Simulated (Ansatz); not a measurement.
# Property card for SiO₂

The calculation used DFT r2SCAN, scalar-relativistic, plane waves, PAW in Ansatz 0.2.0.

Cutoff 500 eV; k points 6×6×6 on the computed 12-atom cell (Γ-centred); Gaussian smearing, width 0.02 eV; no spin polarisation.

The structure is relaxed at this level of theory with its symmetry kept. This form isn't the usual stable structure of the compound.

```xyz
12
Lattice="-4.4694 4.4694 2.6157 4.4694 -4.4694 2.6157 4.4694 4.4694 -2.6157" Properties=species:S:1:pos:R:3 pbc="T T T"
Si    1.5818    1.5818    0.0000
Si   -2.8875    2.8875    2.6157
Si    2.8875   -2.8875    2.6157
Si    2.8875    2.8875    2.6157
O     2.2347    2.2347    1.3079
O     2.2347   -2.2347    1.3079
O    -2.2347    2.2347    1.3079
O     2.2347    2.2347   -1.3079
O     1.8668    0.0000    0.0000
O     0.0000    7.0720    0.0000
O     0.0000    1.8668    0.0000
O     7.0720    0.0000    0.0000
```

Question: Formation energy from the elements' standard states (uncorrected)?

Answer: -2.999 eV/atom.

Question: Generalised Kohn–Sham band gap?

Answer: 6.08 eV, indirect from M to Γ.

Question: Löwdin character of the top 1 eV of the valence band?

Answer: O 2p 97 %.

Question: Electron masses at the edge by Cartesian direction of the standard setting (m_e; degenerate bands sorted by energy; no spin-orbit coupling)?

Answer: x: 0.62; y: 0.62; z: 0.60.

Question: Hole masses at the edge by Cartesian direction of the standard setting (m_e; degenerate bands sorted by energy; no spin-orbit coupling)?

Answer: x: over 30, 0.95; y: over 30, 0.95; z: 0.92, 0.92.

Question: Bulk modulus?

Answer: 137 GPa.

Question: Its pressure derivative?

Answer: 2.8.